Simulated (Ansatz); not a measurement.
Crystal: C.

```
CELL_PARAMETERS angstrom
0.00000 1.78337 1.78337
1.78337 0.00000 1.78337
1.78337 1.78337 0.00000
ATOMIC_POSITIONS crystal
C 0.75000 0.75000 0.75000
C 0.50000 0.50000 0.50000
```

This isn't the form of C at room conditions, which is graphite.

* Program: Ansatz 0.2.0
* Task: relaxation of cell and atoms
* Functional: PBEsol0
* Potentials or basis: Ansatz PAW
* Cutoff: 420 eV (not typed: the program's choice for these potentials)
* k mesh: 7 × 7 × 7
* Occupations: fermi-dirac, width 0.05 eV
* Spin: no spin polarisation

At the start: volume 5.67 Å³/atom.

Problem. Where does the relaxation end?

Solution. It ends after 7 steps and the volume is 5.52 Å³/atom (-2.7 %); space group Fd-3m (No. 227, to 0.05 Å).

The path:
| step | energy change (eV) | largest force (eV/Å) | volume (Å³) |
| --- | --- | --- | --- |
| 1 | 0.0000 | 0.0000 | 11.34 |
| 2 | -0.0117 | 0.0000 | 11.15 |
| 3 | -0.0139 | 0.0000 | 11.04 |
| 4 | -0.0139 | 0.0000 | 11.04 |
| 5 | -0.0125 | 0.0000 | 11.04 |
| 6 | -0.0125 | 0.0000 | 11.03 |
| 7 | -0.0125 | 0.0000 | 11.03 |

Final structure:
```
C
1.0
     0.00000    1.76698    1.76698
     1.76698    0.00000    1.76698
     1.76698    1.76698    0.00000
C
2
Direct
  0.75000 0.75000 0.75000
  0.50000 0.50000 0.50000
```

Caveat: the k mesh is coarse (spacing up to 0.44 Å⁻¹), so the values aren't converged, least of all with exact exchange; the plane-wave basis is chosen anew once the cell has moved, so the energies of steps on either side of that aren't comparable; the pressure holds a Pulay correction of +0.8 GPa for the finite cutoff; the PAW data sets come from PBE, with cores solved anew for the run's functional, which leaves a small shift of forces and pressure.
